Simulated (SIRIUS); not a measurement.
A run of SIRIUS 7.10.0 is set up as follows.

sirius.json

```json
{
  "control": {
    "processing_unit": "cpu",
    "verbosity": 2,
    "num_bands_to_print": 16,
    "print_forces": true,
    "print_stress": true
  },
  "parameters": {
    "electronic_structure_method": "pseudopotential",
    "xc_functionals": ["XC_GGA_X_PBE", "XC_GGA_C_PBE"],
    "gk_cutoff": 8.3,
    "pw_cutoff": 16.6,
    "ngridk": [12, 12, 12],
    "shiftk": [0, 0, 0],
    "smearing": "fermi_dirac",
    "smearing_width": 0.0018374661,
    "num_bands": 16,
    "num_mag_dims": 0,
    "num_dft_iter": 100,
    "energy_tol": 1e-08,
    "density_tol": 1e-06
  },
  "iterative_solver": {
    "type": "davidson",
    "min_tolerance": 1e-09,
    "tolerance_scale": [0.1, 0.25]
  },
  "mixer": {
    "type": "anderson",
    "beta": 0.7,
    "max_history": 8
  },
  "settings": {
    "tol_ne": 1e-10,
    "pseudo_grid_cutoff": 6.5
  },
  "unit_cell": {
    "lattice_vectors": [
      [0.0, 3.619959364333, 3.619959364333],
      [3.619959364333, 0.0, 3.619959364333],
      [3.619959364333, 3.619959364333, 0.0]
    ],
    "atom_coordinate_units": "lattice",
    "atom_types": ["Ir"],
    "atom_files": {
      "Ir": "Ir.json"
    },
    "atoms": {
      "Ir": [
        [0.0, 0.0, 0.0]
      ]
    }
  }
}
```

Potentials or basis: PseudoDojo 0.4.1 PBE standard (scalar relativistic).

The run is started by

```console
$ upf_to_json Ir.upf
$ OMP_NUM_THREADS=1 sirius.scf --input=sirius.json --output=out.json --task=0
```

Task: Estimate the band gap on the k mesh.

Result: None (metal or under the smearing width).

Task: Estimate the pressure.

Result: 10.4 GPa.

Spin-orbit coupling is left out, which matters for the levels of Ir.
